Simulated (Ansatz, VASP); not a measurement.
**Te in VASP and in Ansatz**

File INCAR:

```
SYSTEM = Te
ALGO = Normal ; EDIFF = 1E-7
EDIFFG = -0.005 ; ENCUT = 600
GGA = PE ; IBRION = 2
ISIF = 3 ; ISMEAR = 0
LASPH = .True. ; LCHARG = .False.
LREAL = .False. ; LWAVE = .False.
NELM = 100 ; NSW = 100
PREC = Accurate ; SIGMA = 0.1
```

File KPOINTS:

```
k-points
0
Gamma
  15 15 15
  0 0 0
```

File POSCAR:

```
Te
1.0
    2.3059043427      1.3313144930      1.6909537039
   -2.3059043427      1.3313144930      1.6909537039
    0.0000000000     -2.6626289859      1.6909537039
Te
1
Direct
    0.5000000000      0.5000000000      0.5000000000
```

Input for Ansatz:

```yaml
crystal:
  lattice:
    - [2.3059043427, 1.331314493, 1.6909537039]
    - [-2.3059043427, 1.331314493, 1.6909537039]
    - [0.0, -2.6626289859, 1.6909537039]
  atoms:
    - { symbol: Te, position: [0.5, 0.5, 0.5] }
basis:
  ecutwfc: 420
kpoints:
  mp_grid: { grid: [15, 15, 15] }
hamiltonian:
  xc: pbe
scf:
  occupations: { method: gaussian, width: 0.1 }
output:
  forces: true
  stress: true
  eigenvalues: true
relax:
  adjacent_minimum: "off"
  f_tol: 0.005
  max_steps: 80
  cell: { stress_tol: 0.05 }
```

This isn't the form of Te at room conditions, which is trigonal, of chains.

Alike in both runs: task relaxation of cell and atoms; functional PBE; k mesh 15 × 15 × 15; occupations gaussian, width 0.1 eV; no spin polarisation.

|  | VASP | Ansatz |
| --- | --- | --- |
| version | VASP 6.6.1 | Ansatz 0.2.0 |
| potentials or method | VASP PAW PBE potentials, release 64 (Te) | scalar-relativistic, plane waves, PAW |
| plane-wave cutoff (eV) | 600 | 420 |
| valence electrons in the cell | 6 | 16 |

```tsv
	VASP	Ansatz	Ansatz less VASP
gap on the k mesh at the Fermi level, each at its own relaxed structure (eV)	none	none	-
relaxed volume (Å³/atom)	32.70	32.71	+0.009
relaxed cell length with the largest relative difference (Å)	3.198	3.198	+0.0005
energy change over the relaxation (meV/atom)	-13	-14	-0.5
```

A gap of «none» marks a metal or a gap that the smearing closes. The two sets of potentials don't hold the same shells in valence.

Spin-orbit coupling is left out, which matters for the levels of Te.
